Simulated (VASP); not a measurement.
Write the native input for VASP 6.6.1 that does the following.

```yaml
Task: relaxation of cell and atoms
Functional: r2SCAN
Potentials_or_basis: VASP PAW PBE potentials, release 64 (Cu)
Cutoff: 600 eV
k_mesh: 20 × 20 × 20
Occupations: gaussian, width 0.1 eV
Spin: no spin polarisation
Further_INCAR_settings: ALGO = Normal; EDIFF = 1e-07; IBRION = 2; EDIFFG = -0.004; NSW = 80; ISIF = 3
```

The structure of Cu lies in POSCAR:

```
Cu
1.0
    0.0000000000      1.8075000000      1.8075000000
    1.8075000000      0.0000000000      1.8075000000
    1.8075000000      1.8075000000      0.0000000000
Cu
1
Direct
    0.0000000000      0.0000000000      0.0000000000
```

The input as run:

INCAR

```
ALGO     = Normal         # electronic algorithm
EDIFF    = 1E-7           # SCF threshold, eV
EDIFFG   = -0.004         # ionic threshold
ENCUT    = 600            # plane-wave cutoff, eV
IBRION   = 2              # ionic algorithm
ISIF     = 3              # what is computed and relaxed
ISMEAR   = 0              # smearing method
LASPH    = T              # aspherical terms in the spheres
LCHARG   = F              # write CHGCAR
LMIXTAU  = T            
LREAL    = F              # projectors in reciprocal space
LWAVE    = F              # write WAVECAR
METAGGA  = R2SCAN         # meta-GGA
NELM     = 80             # most SCF steps
NSW      = 80             # ionic steps
PREC     = Accurate       # precision mode
SIGMA    = 0.1            # smearing width, eV
```

KPOINTS

```
k-points
0
Gamma
  20 20 20
```

Potentials or basis: VASP PAW PBE potentials, release 64 (Cu).

Run with:

```console
$ cat potpaw_PBE.64/Cu/POTCAR > POTCAR
$ mpirun -np 1 vasp_std > vasp.out
```

Results of the run:

* Relaxed volume: 11.49 Å³/atom
* Relaxed cell: a = 2.533 Å, b = 2.533 Å, c = 2.533 Å, α = 60.00°, β = 60.00°, γ = 60.00°
* Space group after relaxing (to 0.05 Å): Fm-3m (No. 225)
* Energy gained by relaxing: 4.3 meV/atom
* Ionic steps: 3
* Pressure after relaxing: 0.0 GPa
* Band gap on the k mesh: none (metal or under the smearing width)

Caveat: the PAW data sets were made with another functional, which shifts forces and pressure a little.

Wall time 12 min on 1 thread of AMD EPYC 7R43 64-Core Processor (Zen 3), on a shared host, peak memory 0.12 GiB.
